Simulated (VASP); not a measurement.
Runs of VASP 6.6.1 on MoSe2. The structure is hexagonal, space group P6_3/mmc (No. 194). The conventional cell has a = 3.288 Å, b = 3.288 Å, c = 12.900 Å, α = 90.00°, β = 90.00°, γ = 120.00°. Around Mo (site symmetry -6m2) lie 6 Se at 2.49 Å. Se (site symmetry 3m) is surrounded by 3 Mo at 2.49 Å. 

```tsv
task	cell	gap on the mesh (eV)	pressure (GPa)	largest force (eV/Å)
relaxation of shape and atoms at fixed volume	atoms relaxed at fixed volume from: a relaxed cell with its volume scaled by 0.96	1.27	0.3	-
relaxation of shape and atoms at fixed volume	atoms relaxed at fixed volume from: a relaxed cell with its volume scaled by 1.06	(b)	-0.1	-
relaxation of shape and atoms at fixed volume	atoms relaxed at fixed volume from: a relaxed cell with its volume scaled by 0.94	1.19	0.6	-
relaxation of cell and atoms	relaxed	1.36	0.0	-
relaxation of shape and atoms at fixed volume	atoms relaxed at fixed volume from: a relaxed cell with its volume scaled by 1.02	(a)	0.0	0.01
relaxation of shape and atoms at fixed volume	atoms relaxed at fixed volume from: a relaxed cell with its volume scaled by 0.98	1.34	0.1	0.01
relaxation of shape and atoms at fixed volume	atoms relaxed at fixed volume	1.41	0.0	-
```

Alike in all rows: level PBE; potentials or basis VASP PAW PBE potentials, release 64 (Mo, Se); no spin polarisation; k mesh 5 × 5 × 1; cutoff (eV) 300; smearing gaussian 0.03 eV; the mesh is coarse, so values aren't converged.

Fill in the values left out.

(a) 1.47; (b) 1.58.

Caveats: all runs use coarse meshes; an odd mesh through Γ misses points on the zone boundary, where band edges often lie; this functional lacks dispersion, which binds the layers, so the pressure and a relaxed spacing across them are unreliable; the relaxation stopped at its first step, so nothing moved (some runs).

A k mesh can miss the band edges, and the runs leave out spin-orbit coupling on Mo, Se.
